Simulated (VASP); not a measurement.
Input of a VASP 6.6.1 run:

Contents of INCAR:

```
SYSTEM = GeSe
  PREC = Normal
  ENCUT = 450
  EDIFF = 1E-7
  ISMEAR = 0
  SIGMA = 0.01
  LREAL = Auto
  LASPH = .TRUE.
  NELM = 80
  ALGO = Normal
  ISIF = 2
  LWAVE = .FALSE.
  LCHARG = .FALSE.
  GGA = PE
  ICORELEVEL = 1
```

Contents of KPOINTS:

```
regular mesh
0
Monkhorst
  2 2 2
  0 0 0
```

File POSCAR:

```
GeSe
1.0
    0.0000000000      7.7675420000     -4.5225270000
    0.0000000000     -7.7675420000     -4.5225270000
  -11.1847690000      0.0000000000      0.0000000000
Ge Se
16 16
Direct
    0.9963625000      0.1213625000      0.8734900000
    0.2463625000      0.8713625000      0.8734900000
    0.7463625000      0.3713625000      0.8734900000
    0.4963625000      0.6213625000      0.8734900000
    0.1286375000      0.2536375000      0.3734900000
    0.3786375000      0.0036375000      0.3734900000
    0.8786375000      0.5036375000      0.3734900000
    0.6286375000      0.7536375000      0.3734900000
    0.1213625000      0.4963625000      0.6265100000
    0.3713625000      0.2463625000      0.6265100000
    0.8713625000      0.7463625000      0.6265100000
    0.6213625000      0.9963625000      0.6265100000
    0.2536375000      0.6286375000      0.1265100000
    0.5036375000      0.3786375000      0.1265100000
    0.0036375000      0.8786375000      0.1265100000
    0.7536375000      0.1286375000      0.1265100000
    0.1879655000      0.3129655000      0.1471840000
    0.4379655000      0.0629655000      0.1471840000
    0.9379655000      0.5629655000      0.1471840000
    0.6879655000      0.8129655000      0.1471840000
    0.4370345000      0.5620345000      0.6471840000
    0.6870345000      0.3120345000      0.6471840000
    0.1870345000      0.8120345000      0.6471840000
    0.9370345000      0.0620345000      0.6471840000
    0.8129655000      0.1879655000      0.3528160000
    0.0629655000      0.9379655000      0.3528160000
    0.5629655000      0.4379655000      0.3528160000
    0.3129655000      0.6879655000      0.3528160000
    0.0620345000      0.4370345000      0.8528160000
    0.3120345000      0.1870345000      0.8528160000
    0.8120345000      0.6870345000      0.8528160000
    0.5620345000      0.9370345000      0.8528160000
```

Potentials or basis: VASP PAW PBE potentials, release 64 (Ge_d, Se).

Launch:

```sh
$ cat potpaw_PBE.64/Ge_d/POTCAR potpaw_PBE.64/Se/POTCAR > POTCAR
$ mpirun -np 1 vasp_std > vasp.out
```

Question: What does it give for the pressure?

Answer: -0.2 GPa.

Question: Estimate the largest force.

Answer: 0.057 eV/Å.

Stress tensor (GPa, compression positive):
```
-0.14  0.00  0.00
 0.00 -0.33  0.00
 0.00  0.00 -0.11
```
